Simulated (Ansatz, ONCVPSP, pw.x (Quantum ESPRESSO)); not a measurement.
**From atom to crystal: ONCV potential for Os**

osmium, optimised norm-conserving Vanderbilt (ONCV), made with ONCVPSP 4.0.1.1 (patched build) (PBE, scalar-relativistic). Core [Kr] 4d10 4f14, reference 5s2 5p6 5d6 6s2. Waves: 5s+6s: rc 1.55 bohr, ncon 4, nbas 8, qcut 7.1 1/bohr, 2 projectors; 5p: rc 1.50 bohr, ncon 4, nbas 7, qcut 8.6 1/bohr, 2 projectors, debl 1.3 Ha; 5d: rc 1.90 bohr, ncon 4, nbas 8, qcut 9.5 1/bohr, 2 projectors, debl 2.4 Ha. Local part: polynomial inside 1.30 bohr (lpopt 5, dvloc0 0 Ha). Core correction: Teter function, fcfact 4.25, rcfact 1.55.

In the p channel the program set the typed energies aside and used -1.868, 0.250 Ha.

Atomic tests: cutoffs needed: 28 Ha and 33 Ha (the cutoffs (Ha) at which the residual kinetic energy of the hardest occupied pseudo-wave falls to 1 and 0.1 mHa per electron); ghost test: no bound ghost flagged; GHOST(+) flagged for s at 199.8 eV; largest excitation error: -26 meV (all-electron minus pseudo) for 5s2 5p6 5d5 6s0, out of 4 test configurations.

Crystal test: diamond Os in pw.x 7.5, no spin, 8³ k-points, Fermi–Dirac smearing 0.01 Ry, cutoffs 75/300 Ry. The reference is all-electron LAPW (Ansatz 0.2.0) with the same functional, mesh and smearing; V0 and B0 come from Birch–Murnaghan fits to the pressures at five volumes. Errors are pseudo minus all-electron; Δ is the rms difference of the E(V) curves that follow from these fits, minima aligned, over ±6 % about the mean V0. Mesh and smearing are coarse, so the numbers serve the comparison and aren't converged zero-temperature values; the lattice is a test structure that the element need not adopt.

| V (Å³/atom) | P all-electron (GPa) | P pseudo (GPa) |
| --- | --- | --- |
| 20.307 | 12.77 | 9.87 |
| 20.842 | 6.37 | 3.76 |
| 21.376 | 0.80 | -1.55 |
| 21.910 | -4.04 | -6.17 |
| 22.445 | -8.25 | -10.18 |

All-electron: a0 = 5.558 Å (V0 = 21.46 Å³/atom), B0 = 203.7 GPa.

Pseudopotential: mean pressure error (GPa): -2.38; a0 (Å): 5.536; a0 error (%): -0.39; B0 error (%): +0.7; Δ (meV/atom): 11.1.

Task: At the middle volume, how do free energy and pressure move when the wave cutoff is lowered (ecutrho kept at four times it)?

Result:

| cutoff (Ry) | shift of F (meV/atom) | shift of P (GPa) |
| --- | --- | --- |
| 34 | +3481.0 | -63.88 |
| 45 | +863.9 | -28.01 |
| 60 | +58.0 | -3.83 |

The run at the middle volume (29 k-points, 9 iterations) took about 82 s on one core of a shared host (Neoverse-N1, 64 threads, 124 GiB, load 56).
